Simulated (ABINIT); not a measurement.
The system is AlN.

```
Al N
1.0
     0.00000    2.18399    2.18399
     2.18399    0.00000    2.18399
     2.18399    2.18399    0.00000
Al N
1 1
Cartesian
  0.0000 0.0000 0.0000
  1.0920 1.0920 1.0920
```

Measurements of this composition are mostly on another form, of space group No. 186.

Base run:

| Quantity | Value |
| --- | --- |
| Program | ABINIT 10.8.3 (patched build) |
| Functional | PBE |
| Potentials or basis | PseudoDojo NC SR PBE v0.4.1 standard |
| Cutoff | 952 eV |
| k mesh | 8 × 8 × 8 |
| Occupations | fixed |
| Spin | no spin polarisation |

Its results: band gap on the k mesh 3.33 eV, indirect (least direct gap 4.19 eV); pressure 3.8 GPa.

Q: The run is repeated on the same cell with these changes: functional from PBE to PBE0. What comes out?

A: Band gap on the k mesh 5.26 eV, indirect (least direct gap 6.24 eV); pressure -0.8 GPa.

PBE0 gives the wider gap, since exact exchange removes part of the self-interaction.

Caveats: the potentials were made for another functional, which shifts forces and pressure (some runs).

A k mesh can miss the band edges.
